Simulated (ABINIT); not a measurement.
A run of ABINIT 10.8.3 (patched build) is set up as follows.

run.abi

```
# Pseudopotentials
pp_dirpath "./"
pseudos "Co.GGA_PBE-JTH.xml, O.GGA_PBE-JTH.xml"

# Structure
acell 3*1.0
rprim
     0.0000000000     4.0279512346     4.0279512346
     4.0279512346     0.0000000000     4.0279512346
     4.0279512346     4.0279512346     0.0000000000
ntypat 2
znucl 27 8
natom 2
typat 1 2
xred
     0.0000000000     0.0000000000     0.0000000000
     0.5000000000     0.5000000000     0.5000000000

# Plane-wave basis
ecut 31.0
pawecutdg 53.0

# k points
kptopt 1
ngkpt 11 11 11
nshiftk 1
shiftk 0.0 0.0 0.0

# Exchange and correlation
ixc -497498
usekden 1
pawxcdev 0

# Bands and occupations
nband 16
occopt 3
tsmear 0.00183747

# Spin
nsppol 2
spinat
     0.0000000000     0.0000000000     2.0000000000
     0.0000000000     0.0000000000     0.0000000000

# SCF cycle
nstep 100
tolvrs 1.0e-7

# Output
iomode 3
prtwf 0
prteig 0
prtebands 0
enunit 1
prtden 1
prtvha 1
prtvclmb 1
prtpot 1
```

Potentials or basis: JTH PAW PBE v2.0.

Command:

```console
$ mpirun --bind-to none -np 4 abinit run.abi > log 2>&1
```

**Question.** What does it give for the pressure?

**Answer.** -7.5 GPa.

**Question.** Predict the site moments.

**Answer.** Co +2.69; O +0.27 μB.

Caveat: the PAW data sets were made with another functional, which shifts forces and pressure a little; a cell with one magnetic atom can't hold antiferromagnetic order, which such compounds often take.
